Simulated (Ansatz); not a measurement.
**LiBr: lattice vibrations and screening**

The task, for LiBr: compute the phonons at Γ and, if it has a gap, its response to an electric field.

Program: Ansatz 0.2.0. Level of theory: DFT PBEsol, scalar-relativistic, plane waves, PAW. These are calculated values, not measurements.

2 further runs of the same task are left out: 2 set aside as unsound or not needed.

### 1 Starting point

Symmetry: Fm-3m, No. 225, cubic system. The conventional cell has a = 5.411 Å, b = 5.411 Å, c = 5.411 Å, α = 90.00°, β = 90.00°, γ = 90.00°. Li (site symmetry m-3m) is surrounded by 6 Br at 2.71 Å. Around Br (site symmetry m-3m) lie 6 Li at 2.71 Å.

As a file:

```xyz
2
Lattice="0.0000 2.7055 2.7055 2.7055 0.0000 2.7055 2.7055 2.7055 0.0000" Properties=species:S:1:pos:R:3 pbc="T T T"
Li    0.0000    0.0000    0.0000
Br    2.7055    2.7055    2.7055
```

This cell was relaxed beforehand with the same method: volume 19.80 Å³/atom, gap on the mesh 4.99 eV.

### 2 Phonons at the zone centre

input.yaml reads:

```yaml
crystal:
  lattice:
    - [0.0, 2.7055152542, 2.7055152542]
    - [2.7055152542, 0.0, 2.7055152542]
    - [2.7055152542, 2.7055152542, 0.0]
  atoms:
    - { symbol: Li, position: [0.0, 0.0, 0.0] }
    - { symbol: Br, position: [0.5, 0.5, 0.5] }
basis:
  ecutwfc: 420
kpoints:
  mp_grid: { grid: [8, 8, 8] }
hamiltonian:
  xc: pbesol
scf:
  occupations: { method: fixed }
output:
  eigenvalues: true
phonons:
  method: dfpt
  dielectric: true
  rigid_motions: translations
  raman: true
  eigenvectors: true
```

Run with:

```
$ ansatz run input.yaml --threads 1 --pin off --max-ram 2560MiB --backend cpu --events-out ev --progress --plain --runs-dir out
```

Q: Predict the outcome of this session. Wanted: optical modes at Γ; ε∞, principal values; ε0 with the ions free; mean Born charges; LO modes for q along x.

**Answer**, as computed:

```
                                 quantity                 value
optical modes at Γ (without the LO field)              179 cm⁻¹
                     ε∞, principal values                  3.57
                    ε0 with the ions free                  12.6
                        mean Born charges  Li +1.22, Br -1.22 e
                   LO modes for q along x              337 cm⁻¹
```

No zone-centre mode is imaginary. That tests stability at Γ alone. The ions give 72 % of the static dielectric constant.
